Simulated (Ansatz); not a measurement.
Input and command of a plane-wave DFT calculation in Ansatz:

```yaml
crystal:
  lattice:
    - [3.9195382016, 0.0, 0.0]
    - [0.0, 3.9195382016, 0.0]
    - [0.0, 0.0, 4.8244829592]
  atoms:
    - { symbol: Sn, position: [0.0, 0.5, 0.2423986461] }
    - { symbol: Sn, position: [0.5, 0.0, 0.7576013539] }
    - { symbol: O, position: [0.0, 0.0, 0.0] }
    - { symbol: O, position: [0.5, 0.5, 0.0] }
basis:
  ecutwfc: 420
kpoints:
  mp_grid: { grid: [12, 12, 10] }
hamiltonian:
  xc: pbesol
scf:
  occupations: { method: gaussian, width: 0.15 }
output:
  forces: true
  stress: true
  eigenvalues: true
```

```bash
ansatz run input.yaml --threads 2 --pin off --max-ram 5120MiB --backend cpu --events-out ev --progress --plain --runs-dir out
```

Processor: Intel(R) Xeon(R) 6975P-C (Granite Rapids), 2 threads, on a host shared with other jobs.

Problem. How long does it run, and how much memory does it take?

Solution. About 4.4 s on 2 threads of Intel(R) Xeon(R) 6975P-C (Granite Rapids) (shared host), peak memory 0.52 GiB. It solves 24 bands at 168 k points (the mesh reduced by the symmetry that the task leaves, which can be less than the crystal's) with about 1473 plane waves, in 7 SCF iterations.
